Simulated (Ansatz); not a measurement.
Li:

```
Li
1.0
     1.55050    0.89518    7.58830
    -1.55050    0.89518    7.58830
     0.00000   -1.79036    7.58830
Li
3
Direct
  0.77800 0.77800 0.77800
  0.22200 0.22200 0.22200
  0.00000 0.00000 0.00000
```

This isn't the form of Li at room conditions, which is bcc.

| Item | Value |
| --- | --- |
| Program | Ansatz 0.2.0 |
| Task | single point |
| Functional | PBE |
| Potentials or basis | Ansatz PAW |
| Cutoff | 420 eV (not typed: the program's choice for these potentials) |
| k mesh | 10 × 10 × 10 |
| Occupations | fermi-dirac, width 0.05 eV |
| Spin | no spin polarisation |

On this cell: pressure -0.5 GPa; largest force 0.008 eV/Å; band gap on the k mesh none (metal or under the smearing width).

The same run follows on a disturbed copy (atoms moved at random, drawn with an rms of 0.05 Å):

```
Li
1.0
     1.55050    0.89518    7.58830
    -1.55050    0.89518    7.58830
     0.00000   -1.79036    7.58830
Li
3
Direct
  0.77954 0.77326 0.77407
  0.21080 0.23411 0.22113
  0.00557 0.00434 0.98918
```

Q: What changes?

A: The energy (extrapolated to zero smearing) moves by +0.4 meV/atom; pressure -0.5 GPa; largest force 0.049 eV/Å; band gap on the k mesh none (metal or under the smearing width).

Forces on the atoms (eV/Å):
```
Li  -0.004  0.003  0.048
Li   0.007  0.002 -0.025
Li  -0.003 -0.005 -0.023
```

Stress tensor (GPa, compression positive):
```
-0.39 -0.05  0.00
-0.05 -0.39  0.00
 0.00  0.00 -0.78
```
